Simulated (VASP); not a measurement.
# H4C19: molecular dynamics with PBE+D3(BJ)

Slab: H4C19, a slab with vacuum.

```xyz
23
Lattice="7.3980 0.0000 0.0000 -3.6990 6.4069 0.0000 0.0000 0.0000 11.0000" Properties=species:S:1:pos:R:3 pbc="T T T"
C     0.0008    0.0461    0.7564
C     1.2497    0.7403    0.7640
C    -1.2049    2.1558    0.7195
C     0.0032    2.8573    0.7457
C    -2.4657    4.3752    0.7240
C    -1.2429    5.0077    0.7695
C     2.4916    0.0284    0.7521
C     3.7129    0.7391    0.6326
C     1.2620    2.2182    0.7534
C     2.5021    2.8570    0.5771
C     0.0259    4.2685    0.7427
C     1.2506    4.9624    0.6397
C     4.9436    0.0187    0.6249
C     6.1342    0.7385    0.7524
C     3.7246    2.1293    0.6184
C     4.9185    2.8608    0.7142
C     2.5400    4.3050    0.6507
C     3.7170    5.0567    0.7600
C    -1.9305    4.4925    4.3514
H    -2.4087    4.8131    3.4071
H    -2.5019    3.6564    4.6523
H    -0.9861    4.0911    4.0054
H    -1.8151    5.2522    5.0547
```

The cell was built by a generator and needn't be a form met in nature.

```yaml
Program: VASP 6.6.1
Task: molecular dynamics
Functional: PBE
Dispersion: D3(BJ)
Potentials_or_basis: VASP PAW PBE potentials, release 64 (C, H)
Cutoff: 520 eV
k_mesh: 2 × 2 × 1
Occupations: fermi-dirac, width 0.02 eV
Spin: no spin polarisation
Dipole_correction: no
Further_INCAR_settings: LREAL = Auto; ALGO = Normal; EDIFF = 1e-05; ISYM = 0; IBRION = 0; POTIM = 0.5; NSW = 40
```

- Dispersion energy per atom: -0.078 eV

The path:
```csv
step,potential energy change (eV),largest force (eV/Å),pressure (GPa),volume (Å³),temperature (K)
1,0.0000,3.7139,0.64,521.38,1103
2,0.0345,3.4846,0.70,521.38,1095
3,0.0912,3.1800,0.73,521.38,1046
4,0.1654,3.2290,0.75,521.38,997
5,0.2440,3.4024,0.74,521.38,963
6,0.3181,3.2340,0.67,521.38,935
7,0.3931,3.7258,0.57,521.38,910
8,0.4872,4.2153,0.47,521.38,873
9,0.5948,4.5907,0.37,521.38,832
10,0.7188,4.9363,0.28,521.38,809
11,0.8662,5.2308,0.20,521.38,786
12,1.0090,5.4654,0.13,521.38,757
13,1.1330,5.5483,0.10,521.38,710
14,1.2209,5.4999,0.07,521.38,677
15,1.2809,5.4228,0.05,521.38,686
16,1.2996,5.2477,0.03,521.38,699
17,1.2919,5.2522,0.01,521.38,692
18,1.2683,5.2842,0.01,521.38,708
19,1.2249,5.3031,0.00,521.38,747
20,1.1683,5.3392,0.00,521.38,767
21,1.1236,5.3767,0.03,521.38,789
22,1.0960,5.4104,0.08,521.38,811
23,1.0972,5.4553,0.13,521.38,795
24,1.0994,5.4155,0.15,521.38,785
25,1.0950,5.3026,0.17,521.38,793
26,1.0831,5.1268,0.17,521.38,808
27,1.0616,4.9134,0.16,521.38,844
28,1.0264,4.6649,0.08,521.38,881
29,0.9965,4.4526,-0.02,521.38,886
30,0.9967,4.2409,-0.12,521.38,876
31,1.0267,4.0757,-0.22,521.38,877
32,1.0773,3.9507,-0.32,521.38,862
33,1.1488,4.3604,-0.39,521.38,843
34,1.2149,4.6944,-0.44,521.38,843
35,1.2793,4.9595,-0.49,521.38,825
36,1.3316,5.1779,-0.52,521.38,811
37,1.3614,5.2091,-0.53,521.38,811
38,1.3732,5.2049,-0.52,521.38,796
39,1.3686,5.6642,-0.46,521.38,780
40,1.3678,6.2043,-0.39,521.38,784
```

Wall time 24 min on 1 thread of Intel(R) Xeon(R) 6975P-C (Granite Rapids) (shared host), peak memory 0.78 GiB.

Caveat: the k mesh is coarse (spacing up to 0.49 Å⁻¹), so the values aren't converged.
